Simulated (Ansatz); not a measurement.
KF (Fm-3m)

These are results of Ansatz, DFT PBE, scalar-relativistic, plane waves, PAW, not measurements.

Plane waves to 420 eV, a k mesh through Γ of 8×8×8 on the computed 2-atom cell and Gaussian smearing (0.02 eV); no spin polarisation.

The structure is relaxed at this level of theory with its symmetry kept.

```cif
data_structure
_symmetry_space_group_name_H-M 'Fm-3m'
_symmetry_Int_Tables_number 225
_cell_length_a 5.4187
_cell_length_b 5.4187
_cell_length_c 5.4187
_cell_angle_alpha 90.000
_cell_angle_beta 90.000
_cell_angle_gamma 90.000
_cell_volume 159.11
loop_
_atom_site_label
_atom_site_type_symbol
_atom_site_symmetry_multiplicity
_atom_site_Wyckoff_symbol
_atom_site_fract_x
_atom_site_fract_y
_atom_site_fract_z
_atom_site_occupancy
K1 K 4 a 0.00000 0.00000 0.00000 1
F1 F 4 b 0.50000 0.00000 0.00000 1
```

Q: Formation energy from the elements' standard states (uncorrected)?

A: -2.713 eV/atom.

Q: Kohn–Sham band gap?

A: 5.97 eV, direct at Γ.

Q: Löwdin character of the top 1 eV of the valence band?

A: F 2p 96 %.

Q: Löwdin character of the lowest 1 eV of the conduction band?

A: K 4s 81 %, F 2s 10 %, unprojected 5 %.

Q: Electron masses at the edge by Cartesian direction of the standard setting (m_e; degenerate bands sorted by energy; no spin-orbit coupling)?

A: x: 0.55; y: 0.55; z: 0.55.

Q: Hole masses at the edge by Cartesian direction of the standard setting (m_e; degenerate bands sorted by energy; no spin-orbit coupling)?

A: x: 15, 15, 1.1; y: 15, 15, 1.1; z: 15, 15, 1.1.

Q: Bulk modulus?

A: 29.0 GPa.

Q: Its pressure derivative?

A: 4.8.

Q: Bader charges (e)?

A: K (1 in the cell) 0.86, F (1 in the cell) -0.86.